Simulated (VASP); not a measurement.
Crystal: AlN.

```
Al N
1.0
     0.00000    2.03452    2.03452
     2.03452    0.00000    2.03452
     2.03452    2.03452    0.00000
Al N
1 1
Direct
  0.50000 0.50000 0.50000
  0.00000 0.00000 0.00000
```

Measurements of this composition are mostly on another form, of space group No. 186.

| Property | Result |
| --- | --- |
| Program | VASP 6.6.1 |
| Task | relaxation of cell and atoms |
| Functional | PBE |
| Dispersion | D3(BJ) |
| Potentials or basis | VASP PAW PBE potentials, release 64 (Al, N) |
| Cutoff | 600 eV |
| k mesh | 10 × 10 × 10 |
| Occupations | gaussian, width 0.02 eV |
| Spin | no spin polarisation |

At the start: pressure -6.7 GPa; volume 8.42 Å³/atom.

Problem. How do energy, volume and symmetry change on relaxing?

Solution. Over 3 steps the energy falls by 4.8 meV/atom and the volume is 8.20 Å³/atom (-2.6 %); space group Fm-3m (No. 225, to 0.05 Å).

Step by step:
```
step  energy change (eV)  largest force (eV/Å)  pressure (GPa)  volume (Å³)
   1              0.0000                0.0000           -6.72        16.84
   2             -0.0011                0.0000            6.95        16.00
   3             -0.0095                0.0000           -0.02        16.40
```

Final structure:
```
CELL_PARAMETERS angstrom
0.00000 2.01650 2.01650
2.01650 0.00000 2.01650
2.01650 2.01650 0.00000
ATOMIC_POSITIONS crystal
Al 0.50000 0.50000 0.50000
N 0.00000 0.00000 0.00000
```
